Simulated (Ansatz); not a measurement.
What moves the field gradients of BaH2?

Cell of run 1: an entry of the Crystallography Open Database (COD), atoms as given.

```
CELL_PARAMETERS angstrom
6.79200 0.00000 0.00000
0.00000 4.16800 0.00000
0.00000 0.00000 7.85800
ATOMIC_POSITIONS crystal
Ba 0.26029 0.25000 0.88863
Ba 0.23971 0.75000 0.38863
Ba 0.76029 0.25000 0.61137
Ba 0.73971 0.75000 0.11137
H 0.04300 0.25000 0.17400
H 0.45700 0.75000 0.67400
H 0.54300 0.25000 0.32600
H 0.95700 0.75000 0.82600
H 0.64600 0.25000 0.91350
H 0.85400 0.75000 0.41350
H 0.14600 0.25000 0.58650
H 0.35400 0.75000 0.08650
```

Atoms are numbered from 1 in the order listed; like atoms form one site, named after its first atom.

Relaxed positions (PBE, cell held):

```
CELL_PARAMETERS angstrom
6.79200 0.00000 0.00000
0.00000 4.16800 0.00000
0.00000 0.00000 7.85800
ATOMIC_POSITIONS crystal
Ba 0.26059 0.25000 0.88818
Ba 0.23941 0.75000 0.38818
Ba 0.76059 0.25000 0.61182
Ba 0.73941 0.75000 0.11182
H 0.02794 0.25000 0.18119
H 0.47206 0.75000 0.68119
H 0.52794 0.25000 0.31881
H 0.97206 0.75000 0.81881
H 0.64595 0.25000 0.92817
H 0.85405 0.75000 0.42817
H 0.14595 0.25000 0.57183
H 0.35405 0.75000 0.07183
```

All runs are DFT with Ansatz 0.2.0 (plane waves and PAW, scalar-relativistic unless spin–orbit coupling is named, Γ-centred meshes, Fermi–Dirac smearing where given) in this cell.

Run 1: PBE, atoms as given; 420 eV, 4×7×4 k-points, smearing 0.02 eV.
Run 2: PBE, atoms relaxed; 420 eV, 4×7×4 k-points, smearing 0.02 eV.
Run 3: r2SCAN, at the relaxed atoms; 500 eV, 4×7×4 k-points, smearing 0.02 eV.
Run 4: PBE with spin–orbit coupling, at the relaxed atoms; 420 eV, 4×7×4 k-points, smearing 0.02 eV.
Run 5: PBE, gradients read without the response of the cores, at the relaxed atoms; 420 eV, 4×7×4 k-points, smearing 0.02 eV.

Q: What does each run give, and what moves the gradients most?

A: 

| run | Ba V_zz (η) |
| --- | --- |
| 1 | -7.18 (0.08) |
| 2 | 5.16 (0.81) |
| 3 | 5.31 (0.77) |
| 4 | 5.17 (0.81) |
| 5 | 5.01 (0.80) |

V_zz in 10²¹ V/m²; 1 of the 3 sets of like atoms are followed. Against run 1, the gradient tensors on these sites move by at most 4.03 in run 2 (Ba), 4.08 in run 3 (Ba), 4.04 in run 4 (Ba), 4.06 in run 5 (Ba). Taken one at a time, the positions of the atoms (as given or relaxed) move the tensors on these sites by up to 4.03 (largest principal value of the change, on Ba), the functional (r2SCAN with its higher cutoff) by 0.15 (Ba), the response of the cores by 0.15 (Ba), spin–orbit coupling by 0.02. On some sites the largest principal value moves to another axis from run to run, and the sign of V_zz can flip with it.

In run 1 the atoms aren't at the calculated equilibrium (largest force 0.31 eV/Å).
